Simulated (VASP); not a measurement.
# TiCo: vacancies and antisites compared, part 4 of 7

Wanted: a map of the native defects of TiCo, all in one supercell and at one level. The start is a computed cell from the Materials Project.

VASP 6.6.1, plane waves and PAW; the level of theory is named at each step.

So far. Step 5 (Reference Ti): The run ended after 6 ionic steps, 0.012 eV below its first step, once forces and stress met EDIFFG = -0.02. Step 5 (Reference Ti): Energy at zero smearing: -15.52230 eV.

## (6) The defect cell, 53 atoms, defect Co vacancy

This step: PBE, spin-polarised from a ferromagnetic start; plane waves and PAW (Co, Ti) (VASP 6.6.1).

System of this step: Ti27Co26. The cell holds 53 atoms: 26 Co and 27 Ti. Cell: a = 8.892 Å, b = 8.892 Å, c = 8.892 Å, α = 90.0°, β = 90.0°, γ = 90.0°. It derives from TiCo. Nearest the centre at fractional (0.167, 0.167, 0.167): Ti40 at 2.57 Å, Ti31 at 2.57 Å, Ti37 at 2.57 Å, Ti39 at 2.57 Å, Ti36 at 2.57 Å, Ti28 at 2.57 Å, Ti30 at 2.57 Å, Ti27 at 2.57 Å.

The host is treated as a metal, since its gap is under 0.3 eV or closed. The run keeps 48 symmetry operations, which cuts the number of k-points but bars distortions that break them. The atoms relax at the host's fixed cell.

Input file INCAR:

```
SYSTEM = Ti27Co26
PREC = Normal
ENCUT = 300
EDIFF = 1E-05
NELM = 120
ISMEAR = 1
SIGMA = 0.2
LREAL = Auto
ALGO = Fast
GGA = PE
NBANDS = 254
ISPIN = 2
MAGMOM = 2 2 2 2 2 2 2 2 2 2 2 2 2 2 2 2 2 2 2 2 2 2 2 2 2 2 1 1 1 1 1 1 1 1 1 1 1 1 1 1 1 1 1 1 1 1 1 1 1 1 1 1 1
LASPH = .TRUE.
LMAXMIX = 4
LORBIT = 11
LWAVE = .FALSE.
LCHARG = .TRUE.
KPAR = 4
NCORE = 2
IBRION = 2
NSW = 50
ISIF = 2
EDIFFG = -0.03
POTIM = 0.4
MAXMIX = 40
ISYM = 2
```

Input file POSCAR:

```
Ti27Co26
1.0
    8.8924587498      0.0000000000      0.0000000000
    0.0000000000      8.8924587498      0.0000000000
    0.0000000000      0.0000000000      8.8924587498
Co Ti
26 27
Direct
    0.1666666700      0.1666666700      0.5000000000
    0.1666666700      0.1666666700      0.8333333300
    0.1666666700      0.5000000000      0.1666666700
    0.1666666700      0.5000000000      0.5000000000
    0.1666666700      0.5000000000      0.8333333300
    0.1666666700      0.8333333300      0.1666666700
    0.1666666700      0.8333333300      0.5000000000
    0.1666666700      0.8333333300      0.8333333300
    0.5000000000      0.1666666700      0.1666666700
    0.5000000000      0.1666666700      0.5000000000
    0.5000000000      0.1666666700      0.8333333300
    0.5000000000      0.5000000000      0.1666666700
    0.5000000000      0.5000000000      0.5000000000
    0.5000000000      0.5000000000      0.8333333300
    0.5000000000      0.8333333300      0.1666666700
    0.5000000000      0.8333333300      0.5000000000
    0.5000000000      0.8333333300      0.8333333300
    0.8333333300      0.1666666700      0.1666666700
    0.8333333300      0.1666666700      0.5000000000
    0.8333333300      0.1666666700      0.8333333300
    0.8333333300      0.5000000000      0.1666666700
    0.8333333300      0.5000000000      0.5000000000
    0.8333333300      0.5000000000      0.8333333300
    0.8333333300      0.8333333300      0.1666666700
    0.8333333300      0.8333333300      0.5000000000
    0.8333333300      0.8333333300      0.8333333300
    0.0000000000      0.0000000000      0.0000000000
    0.0000000000      0.0000000000      0.3333333300
    0.0000000000      0.0000000000      0.6666666700
    0.0000000000      0.3333333300      0.0000000000
    0.0000000000      0.3333333300      0.3333333300
    0.0000000000      0.3333333300      0.6666666700
    0.0000000000      0.6666666700      0.0000000000
    0.0000000000      0.6666666700      0.3333333300
    0.0000000000      0.6666666700      0.6666666700
    0.3333333300      0.0000000000      0.0000000000
    0.3333333300      0.0000000000      0.3333333300
    0.3333333300      0.0000000000      0.6666666700
    0.3333333300      0.3333333300      0.0000000000
    0.3333333300      0.3333333300      0.3333333300
    0.3333333300      0.3333333300      0.6666666700
    0.3333333300      0.6666666700      0.0000000000
    0.3333333300      0.6666666700      0.3333333300
    0.3333333300      0.6666666700      0.6666666700
    0.6666666700      0.0000000000      0.0000000000
    0.6666666700      0.0000000000      0.3333333300
    0.6666666700      0.0000000000      0.6666666700
    0.6666666700      0.3333333300      0.0000000000
    0.6666666700      0.3333333300      0.3333333300
    0.6666666700      0.3333333300      0.6666666700
    0.6666666700      0.6666666700      0.0000000000
    0.6666666700      0.6666666700      0.3333333300
    0.6666666700      0.6666666700      0.6666666700
```

Input file KPOINTS:

```
Automatic mesh
0
Monkhorst-Pack
3 3 3
0 0 0
```

The projector-augmented-wave data sets are Co and Ti (PBE family, release 64).

Run with:

```console
$ mpirun -np 8 vasp_std
```

What it wrote:

```text
[banner, memory and clock lines left out]
running    8 mpi-ranks, on    1 nodes
 distrk:  each k-point on    2 cores,    4 groups
 distr:  one band on    2 cores,    1 groups

 POSCAR found type information on POSCAR CoTi
 POSCAR found :  2 types and      53 ions
 LDA part: xc-table for (Slater+PW92), standard interpolation
 POSCAR, INCAR and KPOINTS ok, starting setup
 FFT: planning ... GRIDC
 FFT: planning ... GRID_SOFT
 FFT: planning ... GRID
 WAVECAR not read
 entering main loop
       N       E                     dE             d eps       ncg     rms          rms(c)
DAV:   1     0.184747408336E+04    0.18475E+04   -0.88476E+04  4120   0.960E+02
DAV:   2    -0.229085216027E+03   -0.20766E+04   -0.19302E+04  4064   0.267E+02
DAV:   3    -0.446225592097E+03   -0.21714E+03   -0.19306E+03  4854   0.101E+02
DAV:   4    -0.459752101987E+03   -0.13527E+02   -0.13114E+02  5056   0.279E+01
DAV:   5    -0.460138499391E+03   -0.38640E+00   -0.38450E+00  5152   0.429E+00    0.930E+01
RMM:   6    -0.436974390173E+03    0.23164E+02   -0.30694E+02  4064   0.558E+01    0.569E+01
RMM:   7    -0.551683600533E+03   -0.11471E+03   -0.62065E+02  4773   0.525E+01    0.150E+02
RMM:   8    -0.410943589347E+03    0.14074E+03   -0.39250E+02  4379   0.526E+01    0.258E+01
RMM:   9    -0.416773942423E+03   -0.58304E+01   -0.57295E+01  4102   0.172E+01    0.305E+01
RMM:  10    -0.411377302071E+03    0.53966E+01   -0.20585E+01  4112   0.122E+01    0.134E+01
RMM:  11    -0.412276647264E+03   -0.89935E+00   -0.69304E+00  4343   0.512E+00    0.160E+01
RMM:  12    -0.411343772226E+03    0.93288E+00   -0.23657E+00  4110   0.402E+00    0.856E+00
RMM:  13    -0.411345406934E+03   -0.16347E-02   -0.14931E+00  4284   0.229E+00    0.663E+00
RMM:  14    -0.411439829915E+03   -0.94423E-01   -0.13569E+00  4281   0.219E+00    0.339E+00
RMM:  15    -0.411556712980E+03   -0.11688E+00   -0.31414E-01  4261   0.104E+00    0.342E+00
RMM:  16    -0.411570955095E+03   -0.14242E-01   -0.78065E-02  4774   0.442E-01    0.345E+00
RMM:  17    -0.411514252867E+03    0.56702E-01   -0.41525E-02  4112   0.415E-01    0.340E+00
RMM:  18    -0.411419803642E+03    0.94449E-01   -0.19179E-01  4828   0.808E-01    0.305E+00
RMM:  19    -0.411415447543E+03    0.43561E-02   -0.71386E-02  4383   0.587E-01    0.273E+00
RMM:  20    -0.411377555755E+03    0.37892E-01   -0.94494E-02  4460   0.692E-01    0.113E+00
RMM:  21    -0.411382810729E+03   -0.52550E-02   -0.88710E-02  4455   0.525E-01    0.934E-01
RMM:  22    -0.411370418361E+03    0.12392E-01   -0.19765E-02  4211   0.357E-01    0.349E-01
RMM:  23    -0.411372849927E+03   -0.24316E-02   -0.47825E-03  4197   0.102E-01    0.325E-01
RMM:  24    -0.411372638029E+03    0.21190E-03   -0.87477E-04  4233   0.688E-02    0.278E-01
RMM:  25    -0.411371496392E+03    0.11416E-02   -0.15171E-03  4069   0.102E-01    0.197E-01
RMM:  26    -0.411371691432E+03   -0.19504E-03   -0.17474E-03  4255   0.875E-02    0.237E-01
RMM:  27    -0.411371827124E+03   -0.13569E-03   -0.37071E-03  4565   0.130E-01    0.204E-01
RMM:  28    -0.411371796772E+03    0.30351E-04   -0.57867E-04  4154   0.584E-02    0.122E-01
RMM:  29    -0.411371598731E+03    0.19804E-03   -0.26062E-04  4153   0.388E-02    0.123E-01
RMM:  30    -0.411371154835E+03    0.44390E-03   -0.61499E-04  4445   0.596E-02    0.128E-01
RMM:  31    -0.411369717085E+03    0.14377E-02   -0.74411E-03  6388   0.184E-01    0.112E-01
RMM:  32    -0.411370865590E+03   -0.11485E-02   -0.11991E-03  4800   0.858E-02    0.179E-01
RMM:  33    -0.411370385171E+03    0.48042E-03   -0.14549E-03  5282   0.934E-02    0.768E-02
RMM:  34    -0.411370458582E+03   -0.73411E-04   -0.19471E-04  4398   0.303E-02    0.286E-02
RMM:  35    -0.411370487085E+03   -0.28504E-04   -0.98072E-05  4051   0.260E-02    0.121E-02
RMM:  36    -0.411370490859E+03   -0.37738E-05   -0.37230E-05  3188   0.111E-02
   1 F= -.41137049E+03 E0= -.41129901E+03  d E =-.411370E+03  mag=     0.0054
 curvature:   0.00 expect dE= 0.000E+00 dE for cont linesearch  0.000E+00
 trial: gam= 0.00000 g(F)=  0.107E+00 g(S)=  0.000E+00 ort = 0.000E+00 (trialstep = 0.100E+01)
 search vector abs. value=  0.107E+00
 bond charge predicted
       N       E                     dE             d eps       ncg     rms          rms(c)
DAV:   1    -0.411459459971E+03   -0.88973E-01   -0.48832E+00  4156   0.364E+00    0.596E-01
RMM:   2    -0.411459106354E+03    0.35362E-03   -0.50627E-02  4064   0.724E-01    0.364E-01
RMM:   3    -0.411458009933E+03    0.10964E-02   -0.11208E-02  4335   0.252E-01    0.324E-01
RMM:   4    -0.411457265429E+03    0.74450E-03   -0.79190E-03  4114   0.238E-01    0.251E-01
RMM:   5    -0.411457653218E+03   -0.38779E-03   -0.16429E-03  4243   0.115E-01    0.487E-02
RMM:   6    -0.411457656473E+03   -0.32545E-05   -0.67219E-04  4327   0.587E-02    0.558E-02
RMM:   7    -0.411457684301E+03   -0.27828E-04   -0.22566E-04  4410   0.292E-02    0.266E-02
RMM:   8    -0.411457693753E+03   -0.94525E-05   -0.91754E-05  4055   0.267E-02
   2 F= -.41145769E+03 E0= -.41138537E+03  d E =-.872029E-01  mag=     0.0087
[...]
3 F= -.41151702E+03 E0= -.41144152E+03  d E =-.146533E+00  mag=    -0.0092
[...]
4 F= -.41151814E+03 E0= -.41144186E+03  d E =-.147649E+00  mag=    -0.0012
[...]
5 F= -.41152338E+03 E0= -.41144688E+03  d E =-.523935E-02  mag=     0.0020
[...]
6 F= -.41152746E+03 E0= -.41145072E+03  d E =-.931731E-02  mag=     0.0034
[...]
7 F= -.41152781E+03 E0= -.41145102E+03  d E =-.967101E-02  mag=     0.0020
 curvature:  -2.16 expect dE=-0.245E-02 dE for cont linesearch -0.379E-06
 trial: gam= 0.24549 g(F)=  0.113E-02 g(S)=  0.000E+00 ort = 0.287E-04 (trialstep = 0.193E+01)
 search vector abs. value=  0.143E-02
 bond charge predicted
       N       E                     dE             d eps       ncg     rms          rms(c)
DAV:   1    -0.411529685928E+03   -0.18759E-02   -0.59580E-01  4152   0.132E+00    0.280E-01
RMM:   2    -0.411529216689E+03    0.46924E-03   -0.84727E-03  4064   0.272E-01    0.187E-01
RMM:   3    -0.411529356038E+03   -0.13935E-03   -0.15657E-03  4131   0.117E-01    0.951E-02
RMM:   4    -0.411529353436E+03    0.26026E-05   -0.61655E-04  4147   0.562E-02    0.686E-02
RMM:   5    -0.411529393138E+03   -0.39703E-04   -0.13812E-04  4168   0.324E-02    0.433E-02
RMM:   6    -0.411529399432E+03   -0.62933E-05   -0.45237E-05  3780   0.162E-02
   8 F= -.41152940E+03 E0= -.41145229E+03  d E =-.158901E-02  mag=    -0.0076
 trial-energy change:   -0.001589  1 .order   -0.001399   -0.002198   -0.000599
 step:   2.3163(harm=  2.6500)  dis= 0.00265  next Energy=  -411.529461 (dE=-0.165E-02)
 reached required accuracy - stopping structural energy minimisation
```

The job ended after 4.4 min (8 MPI ranks of Intel Xeon 6975P-C (Granite Rapids), shared host; peak memory 3.2 GiB; 32 min of CPU time).

From OUTCAR (step 6):

```text
   k-points           NKPTS =      4   k-points in BZ     NKDIM =      4   number of bands    NBANDS=    254

   NELECT =     342.0000    total number of electrons

 E-fermi :   6.4572

 spin component 1
 k-point     1 :       0.0000    0.0000    0.0000
  band No.  band energies     occupation
    ...
    161       6.2396      1.03201
    162       6.2479      1.02933
    163       6.2479      1.02933
    164       6.2479      1.02933
    165       6.2505      1.02829
    166       6.6215      0.00471
    167       6.6215      0.00471
    168       6.6332     -0.00773
    169       6.6332     -0.00773
    170       6.6332     -0.00773
    ...

 k-point     2 :       0.3333    0.0000    0.0000
  band No.  band energies     occupation
    ...
    164       6.3476      0.89527
    165       6.4413      0.56726
    166       6.4413      0.56726
    167       6.4474      0.54161
    168       6.4556      0.50682
    169       6.4722      0.43672
    170       6.4722      0.43671
    171       6.4781      0.41237
    172       6.4914      0.35759
    173       6.5090      0.28885
    ...

  Total       -5.2672947     -5.2672947     -5.2672947     -0.0000000     -0.0000000      0.0000000
  in kB      -12.0014197    -12.0014197    -12.0014197     -0.0000000     -0.0000000      0.0000000
  external PRESSURE =     -12.0014197 kB  Pullay stress =       0.0000000 kB

 POSITION                                       TOTAL-FORCE (eV/Angst)
 -----------------------------------------------------------------------------------
      1.48208      1.48208      4.49104         0.000000     -0.000000     -0.007427
      1.48208      1.48208      7.36557         0.000000     -0.000000      0.007427
      1.48208      4.49104      1.48208         0.000000     -0.007427     -0.000000
      1.48208      4.44235      4.44235         0.000000     -0.001575     -0.001575
      1.48208      4.44235      7.41426         0.000000     -0.001575      0.001575
      1.48208      7.36557      1.48208         0.000000      0.007427     -0.000000
      1.48208      7.41426      4.44235         0.000000      0.001575     -0.001575
      1.48208      7.41426      7.41426         0.000000      0.001575      0.001575
      4.49104      1.48208      1.48208        -0.007427     -0.000000     -0.000000
      4.44235      1.48208      4.44235        -0.001575     -0.000000     -0.001575
      4.44235      1.48208      7.41426        -0.001575     -0.000000      0.001575
      4.44235      4.44235      1.48208        -0.001575     -0.001575     -0.000000
      4.43562      4.43562      4.43562        -0.005404     -0.005404     -0.005404
      4.43562      4.43562      7.42100        -0.005404     -0.005404      0.005404
      4.44235      7.41426      1.48208        -0.001575      0.001575     -0.000000
      4.43562      7.42100      4.43562        -0.005404      0.005404     -0.005404
      4.43562      7.42100      7.42100        -0.005404      0.005404      0.005404
      7.36557      1.48208      1.48208         0.007427     -0.000000     -0.000000
      7.41426      1.48208      4.44235         0.001575     -0.000000     -0.001575
      7.41426      1.48208      7.41426         0.001575     -0.000000      0.001575
      7.41426      4.44235      1.48208         0.001575     -0.001575     -0.000000
      7.42100      4.43562      4.43562         0.005404     -0.005404     -0.005404
      7.42100      4.43562      7.42100         0.005404     -0.005404      0.005404
      7.41426      7.41426      1.48208         0.001575      0.001575     -0.000000
[...]
-----------------------------------------------------------------------------------
    total drift:                                0.000279      0.000301      0.000452

  FREE ENERGIE OF THE ION-ELECTRON SYSTEM (eV)
  ---------------------------------------------------
  free  energy   TOTEN  =      -411.5293994317 eV

  energy  without entropy=     -411.2980758428  energy(sigma->0) =     -411.45229157

 magnetization (x)
# of ion       s       p       d       tot
------------------------------------------
    1       -0.000  -0.000  -0.001  -0.001
    2       -0.000  -0.000  -0.001  -0.001
    3       -0.000  -0.000  -0.001  -0.001
    4       -0.000   0.000  -0.000  -0.000
    5       -0.000   0.000  -0.000  -0.000
    6       -0.000  -0.000  -0.001  -0.001
    7       -0.000   0.000  -0.000  -0.000
    8       -0.000   0.000  -0.000  -0.000
    9       -0.000  -0.000  -0.001  -0.001
   10       -0.000   0.000  -0.000  -0.000
   11       -0.000   0.000  -0.000  -0.000
   12       -0.000   0.000  -0.000  -0.000
   13       -0.000   0.000  -0.000  -0.000
   14       -0.000   0.000  -0.000  -0.000
   15       -0.000   0.000  -0.000  -0.000
   16       -0.000   0.000  -0.000  -0.000
   17       -0.000   0.000  -0.000  -0.000
   18       -0.000  -0.000  -0.001  -0.001
   19       -0.000   0.000  -0.000  -0.000
   20       -0.000   0.000  -0.000  -0.000
   21       -0.000   0.000  -0.000  -0.000
   22       -0.000   0.000  -0.000  -0.000
   23       -0.000   0.000  -0.000  -0.000
[...]
--------------------------------------------------
tot         -0.000   0.000  -0.011  -0.012

[... 6 parts as in an earlier step ...]

[... 12 further parts left out ...]
```

Step by step:

```csv
step,energy less that of the first step (eV),largest force (eV/Å)
1,0.0000,0.5329
2,-0.0872,0.3252
3,-0.1465,0.0847
4,-0.1476,0.0715
5,-0.1529,0.0556
6,-0.1570,0.0316
7,-0.1573,0.0429
8,-0.1589,0.0145
```

The atoms that moved most (Å):

```csv
atom,dx,dy,dz,length
Ti27,0.032,0.032,0.032,0.056
Ti30,0.032,-0.032,0.032,0.056
Ti36,-0.032,0.032,0.032,0.056
Ti28,0.032,0.032,-0.032,0.056
Ti37,-0.032,0.032,-0.032,0.056
Ti39,-0.032,-0.032,0.032,0.056
Ti31,0.032,-0.032,-0.032,0.056
Ti40,-0.032,-0.032,-0.032,0.056
```

This step gave:

```yaml
electronic_cycles: 81
electrons: 342
free_energy_toten: -411.5294 eV
energy_at_zero_smearing: -411.4523 eV
fermi_energy: 6.457 eV
moment_of_the_cell_from_the_last_line_of_the_log: -0.0076 μB
```

Spin moment in the PAW sphere by element, in μB:

```csv
element,atoms,mean,spread (r.m.s.),least,largest
Co,26,-0.0002,0.0004,-0.0010,0.0000
Ti,27,0.0000,0.0000,0.0000,0.0000
```

The atoms nearest the centre:

```csv
atom,distance (Å),spin moment in the PAW sphere (μB)
Ti40,2.51,0.0000
Ti31,2.51,0.0000
Ti37,2.51,0.0000
Ti39,2.51,0.0000
Ti36,2.51,0.0000
Ti28,2.51,0.0000
Ti30,2.51,0.0000
Ti27,2.51,0.0000
Co3,3.01,-0.0010
Co9,3.01,-0.0010
Co1,3.01,-0.0010
Co6,3.01,-0.0010
Co18,3.01,-0.0010
Co2,3.01,-0.0010
```

Valence density in the ac plane at fractional y = 0.167, through the centre, with atoms of Co within 0.45 Å of it. It is the smooth field of the valence electrons, not physical close to the nuclei.

Ten even steps from '0' (0.1 e/Å³) to '9' (8.2 e/Å³), each cell a mean:
```
0000000000000000000000000
0000000000000000000000000
0002420000024410000144200
0016951000049720000289400
0015851000037620000267300
0001210000012100000012100
0000000000000000000000000
0000000000000000000000000
0000000000000000000000000
0000100000000000000000000
0013530000024310000144200
0016951000049720000289400
0014741000037620000267300
0001110000012100000022100
0000000000000000000000000
0000000000000000000000000
0000000000000000000000000
0000000000000000000000000
0000000000024410000144100
0000000000048830000388300
0000000000037620000276200
0000000000012200000022000
0000000000000000000000000
0000000000000000000000000
```
Columns run along a (8.9 Å), rows up along c (8.9 Å). Atoms in or near the plane, at fractional coordinates: Co at (0.17, 0.51), Co at (0.17, 0.83), Co at (0.51, 0.17), Co at (0.50, 0.50), Co at (0.50, 0.83), Co at (0.83, 0.17), Co at (0.83, 0.50), Co at (0.83, 0.83).

The run ended after 8 ionic steps, 0.159 eV below its first step, once the forces on the free atoms met EDIFFG = -0.03.

The 8 first neighbours (Ti) lie 2.57 Å from the site in the perfect crystal and 2.51 Å on average after the relaxation (-2.2 %).

## (7) Energies of this defect, 53 atoms, defect vacancy, element Co

This step: point defect, PBE; plane waves and PAW (VASP 6.6.1).

This step runs nothing: it gathers the runs above.

This step gave:

* formation energy of the neutral defect: 2.247 eV
* host formation enthalpy: -0.3893 eV/atom

Formation energy:

```csv
formation energy (eV),largest move (Å)
2.247,0.05563
```

E_f is E(defect cell) less E(perfect cell), corrected for the atoms exchanged with their references.

References, in eV an atom: Co -7.043 (crystal P6_3/mmc) and Ti -7.761 (crystal P6_3/mmc). They were run at the supercell's cutoff and functional, without U, and count both elements from their own phases.

The formation energy is 2.247 eV, and the largest move of an atom 0.06 Å.

(Continued in part 5 of 7.)

[Lines on the potential files, build, host, timing and source positions are cut from VASP's logs without a mark.]

[Logs are printed without paths, hosts, clocks, repeated set-up lines and the standing remarks that a program may print on its own settings, such as how far it seeks lower states.]

[Hosts, paths, dates, database ids (printed as entryN), source tags and the programs' standing remarks are cut or masked in the printed files.]

[In band tables of VASP the shares of atoms and orbitals are scaled to a sum of 1 inside the atoms' spheres.]

[Runs that stopped without an error message from VASP are left out.]
